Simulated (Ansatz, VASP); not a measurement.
Ta: VASP beside Ansatz

```xyz
8
Lattice="5.2079 0.0000 0.0000 0.0000 5.2079 0.0000 0.0000 0.0000 5.2079" Properties=species:S:1:pos:R:3 pbc="T T T"
Ta    5.2079    0.0000    0.0000
Ta    2.6040    2.6040    2.6040
Ta    1.3020    5.2079    2.6040
Ta    3.9059    0.0000    2.6040
Ta    2.6040    1.3020    5.2079
Ta    2.6040    3.9059    5.2079
Ta    0.0000    2.6040    1.3020
Ta    0.0000    2.6040    3.9059
```

Alike in both runs: functional LDA; k mesh 5 × 5 × 5; occupations fermi-dirac, width 0.1 eV; no spin polarisation.

Ansatz relaxed the structure, and its values are those at the end. VASP's run is a single point on that final structure, the one shown.

```csv
,VASP,Ansatz
version,VASP 6.6.1,Ansatz 0.2.0
potentials or method,"VASP PAW LDA potentials, release 64 (Ta_pv)","plane waves (420 eV) with PAW, scalar-relativistic"
plane-wave cutoff (eV),520,420
valence electrons in the cell,88,104
```

Ansatz gave:

| Item | Value |
| --- | --- |
| pressure (GPa) | 0.0 |

**Question.** Which values does VASP return?

**Answer.** Pressure (GPa): 0.8.

The two sets of potentials don't hold the same shells in valence. Ansatz warned: «pseudo_functional_mismatch».

Spin-orbit coupling is left out, which matters for the levels of Ta.
